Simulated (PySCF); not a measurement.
**Excitation energies in several basis sets**

Species: 1,3-cyclopentadiene, C₅H₆.
SMILES: `C1=CCC=C1`

TDDFT with PBE0 (PySCF), vertical singlets, core orbitals frozen in the response, spherical d and f functions. Isolated species at its PBE0-D3(BJ)/def2-SVP geometry, gas phase.

**Question.** Compare 6-31G*, def2-SVP, 6-31+G*, def2-SVPD, aug-cc-pVDZ, def2-TZVP and def2-TZVPD for this molecule.

**Answer.** 

```csv
basis,functions,diffuse,S1 (eV),S2 (eV),S3 (eV),S4 (eV),S5 (eV),LUMO (eV),α (au)
6-31G*,82,no,5.25,6.91,7.88,7.96,8.08,-0.13,46.0
def2-SVP,100,no,5.24,6.84,7.21,7.87,7.96,-0.41,48.6
6-31+G*,102,yes,5.12,5.79,6.30,6.36,6.67,-0.51,54.7
def2-SVPD,148,yes,5.13,6.27,6.69,6.98,6.98,-0.56,56.1
aug-cc-pVDZ,169,yes,5.06,5.36,5.94,5.98,6.19,-0.57,58.2
def2-TZVP,191,no,5.09,6.69,6.70,7.46,7.76,-0.53,54.9
def2-TZVPD,239,yes,5.07,5.71,6.44,6.44,6.64,-0.57,57.8
```

States are compared by their number. Against the largest diffuse basis here (def2-TZVPD, itself not a converged limit), sets without diffuse functions differ by up to 0.19 eV in S1 and 1.44 eV in S5; the smaller diffuse sets differ by up to 0.06 and 0.44 eV. State by state, the largest deviation of a set without diffuse functions is S1 0.19, S2 1.20, S3 1.44, S4 1.52, S5 1.44 eV. The same number needn't mean the same state in each row. Against def2-TZVPD the polarisability deviates by -20% in 6-31G*, -16% in def2-SVP, -5% in 6-31+G*, -3% in def2-SVPD, +1% in aug-cc-pVDZ, -5% in def2-TZVP. A single + in a Pople set puts diffuse functions on heavy atoms only.
